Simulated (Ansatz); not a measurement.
Method: DFT PBE, scalar-relativistic, plane waves, PAW in Ansatz 0.2.0. Settings: cutoff 420 eV, Γ-centred meshes spaced at most about 0.3 Å⁻¹, and about 0.25 Å⁻¹ or finer for metals (2π included), Gaussian smearing. No spin polarisation.

All energies are static (0 K, no zero-point motion).

Two forms of TiAl3 were relaxed alike.

A.

```xyz
8
Lattice="-1.9493 1.9493 8.3339 1.9493 -1.9493 8.3339 1.9493 1.9493 -8.3339" Properties=species:S:1:pos:R:3 pbc="T T T"
Ti    0.0000    0.0000    1.9856
Ti    0.0000    0.0000   14.6821
Al    0.0000    1.9493    0.0000
Al    1.9493    0.0000    0.0000
Al    0.0000    1.9493    4.1669
Al    1.9493    0.0000    4.1669
Al    0.0000    0.0000    6.2533
Al    0.0000    0.0000   10.4144
```

B.

```xyz
4
Lattice="3.9797 0.0000 0.0000 0.0000 3.9797 0.0000 0.0000 0.0000 3.9797" Properties=species:S:1:pos:R:3 pbc="T T T"
Ti    0.0000    0.0000    0.0000
Al    1.9899    1.9899    0.0000
Al    1.9899    0.0000    1.9899
Al    0.0000    1.9899    1.9899
```

Question: Which form is favoured at zero pressure, and by what margin per atom?

Answer: A is lower, by 33 meV/atom. A has Ti and Al ordered on fcc sites, space group I4/mmm (No. 139), 15.8 Å³/atom and no gap on its mesh; B has the Cu3Au (L1_2) type, space group Pm-3m (No. 221), 15.8 Å³/atom and no gap. Counting all near atoms (those within 1.25 times the shortest distance at each site), A and B both have Ti 12, Al 12. Origin: A, invented; B, reached from a Materials Project cell, among other starts. Shaken at random and relaxed again, B came back. Checks on B: no imaginary mode on a 2×2×2 q mesh.

Cells without such a test can be saddle points.
